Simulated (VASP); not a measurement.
Crystal: AlN.

```
Al N
1.0
     3.31212    0.00000    0.00000
    -1.65606    2.86838    0.00000
     0.00000    0.00000    4.18756
Al N
2 2
Direct
  0.33333 0.66667 0.75000
  0.66667 0.33333 0.25000
  0.33333 0.66667 0.25000
  0.66667 0.33333 0.75000
```

Measurements of this composition are mostly on another form, of space group No. 186.

| Item | Value |
| --- | --- |
| Program | VASP 6.6.1 |
| Task | relaxation of cell and atoms |
| Functional | LDA |
| Potentials or basis | VASP PAW LDA potentials, release 64 (Al, N) |
| Cutoff | 600 eV |
| k mesh | 9 × 9 × 6 |
| Occupations | gaussian, width 0.1 eV |
| Spin | no spin polarisation |

At the start: pressure -8.3 GPa; volume 9.95 Å³/atom.

Problem. Where does the relaxation end?

Solution. Over 5 steps the energy falls by 10.7 meV/atom and the volume is 9.55 Å³/atom (-4.0 %); space group P6_3/mmc (No. 194, to 0.05 Å).

Step by step:
| step | energy change (eV) | largest force (eV/Å) | pressure (GPa) | volume (Å³) |
| --- | --- | --- | --- | --- |
| 1 | 0.0000 | 0.0000 | -8.32 | 39.78 |
| 2 | -0.0058 | 0.0000 | 8.74 | 36.88 |
| 3 | -0.0414 | 0.0000 | -0.04 | 38.24 |
| 4 | -0.0414 | 0.0000 | 0.15 | 38.21 |
| 5 | -0.0428 | 0.0000 | 0.15 | 38.18 |

Final structure:
```
CELL_PARAMETERS angstrom
3.27419 0.00000 0.00000
-1.63710 2.83553 0.00000
0.00000 0.00000 4.11289
ATOMIC_POSITIONS crystal
Al 0.33333 0.66667 0.75000
Al 0.66667 0.33333 0.25000
N 0.33333 0.66667 0.25000
N 0.66667 0.33333 0.75000
```
